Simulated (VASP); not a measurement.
Write the native input for VASP 6.6.1 that does the following.

| Property | Result |
| --- | --- |
| Task | relaxation of shape and atoms at fixed volume |
| Functional | PBE |
| Potentials or basis | VASP PAW PBE potentials, release 64 (Mo_sv, P) |
| Cutoff | 520 eV |
| k mesh | 3 × 3 × 4 |
| Occupations | gaussian, width 0.1 eV |
| Spin | no spin polarisation |
| Further INCAR settings | ALGO = Normal; EDIFF = 1e-07; IBRION = 2; EDIFFG = -0.002; NSW = 80; ISIF = 4 |

The structure of MoP lies in POSCAR:

```
MoP                                     
1.0
    3.1847203815      0.0000000000      0.0000000000
   -1.5923601907      2.7580487579      0.0000000000
    0.0000000000      0.0000000000      3.1638394820
  Mo              P             
     1     1
Direct
     0.0000000000000000    0.0000000000000000    0.0000000000000000
     0.3333333300000021    0.6666666699999979    0.5000000000000000
```

The cell isn't the ideal one: a relaxed cell with its volume scaled by 0.94.

The input as run:

INCAR

```
SYSTEM = MoP
PREC     = Accurate       ! precision mode
ENCUT    = 520            ! plane-wave cutoff, eV
EDIFF    = 1E-7           ! SCF threshold, eV
ISMEAR   = 0              ! smearing method
SIGMA    = 0.1            ! smearing width, eV
LREAL    = .False.        ! projectors in reciprocal space
LASPH    = .True.         ! aspherical terms in the spheres
NELM     = 60             ! most SCF steps
ALGO     = Normal         ! electronic algorithm
ISIF     = 4              ! what is computed and relaxed
LWAVE    = .False.        ! write WAVECAR
LCHARG   = .False.        ! write CHGCAR
GGA      = PE             ! functional
IBRION   = 2              ! ionic algorithm
NSW      = 80             ! ionic steps
EDIFFG   = -0.002         ! ionic threshold
```

KPOINTS

```
Automatic mesh
0
Gamma
  3 3 4
  0 0 0
```

Potentials or basis: VASP PAW PBE potentials, release 64 (Mo_sv, P).

The run is started by

```sh
$ cat potpaw_PBE.64/Mo_sv/POTCAR potpaw_PBE.64/P/POTCAR > POTCAR
$ mpirun -np 1 vasp_std > vasp.out
```

It gave:

```
Energy gained by relaxing : 1.1 meV/atom
Ionic steps               : 3
Pressure after relaxing   : 15.0 GPa
Band gap on the k mesh    : none (metal or under the smearing width)
```

Caveat: the k mesh is coarse (spacing up to 0.76 Å⁻¹), so the values aren't converged.

It took 4.7 s on 1 thread of Intel(R) Xeon(R) 6975P-C (Granite Rapids), with other jobs on the host, peak memory 0.14 GiB.
